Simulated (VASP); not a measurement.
A run of VASP 6.6.1:

INCAR

```
SYSTEM = TiAl3
ALGO = Normal
EDIFF = 1E-7
EDIFFG = -0.005
ENCUT = 300
GGA = PE
IBRION = 2
ISIF = 3
ISMEAR = 1
LASPH = .TRUE.
LCHARG = .FALSE.
LREAL = .FALSE.
LWAVE = .FALSE.
NELM = 80
NSW = 90
PREC = Accurate
SIGMA = 0.1
```

The input KPOINTS:

```
k-points
0
G
  7 7 7
  0 0 0
```

The input POSCAR:

```
TiAl3                                   
1.0
   -1.9194440850      1.9194440850      4.3126139942
    1.9194440850     -1.9194440850      4.3126139942
    1.9194440850      1.9194440850     -4.3126139942
  Ti              Al            
     1     3
Direct
     1.0000000000000000    0.0000000000000000    1.0000000000000000
     0.5000000000000000    0.5000000000000000    1.0000000000000000
     0.7500000000000000    0.2500000000000000    0.5000000000000000
     0.2500000000000000    0.7500000000000000    0.5000000000000000
```

Potentials or basis: VASP PAW PBE potentials, release 64 (Ti, Al).

Launch:

```bash
$ cat potpaw_PBE.64/Ti/POTCAR potpaw_PBE.64/Al/POTCAR > POTCAR
$ mpirun -np 1 vasp_std > vasp.out
```

Hardware: 1 thread of Intel(R) Xeon(R) Platinum 8259CL CPU @ 2.50GHz (Skylake/Cascade Lake), with other jobs on the host.

Question: Estimate the wall time of this run.

Answer: Wall time 26 s on 1 thread of Intel(R) Xeon(R) Platinum 8259CL CPU @ 2.50GHz (Skylake/Cascade Lake), with other jobs on the host, peak memory 0.17 GiB. Counts: scf iterations 20, k points 40, ion steps 2.
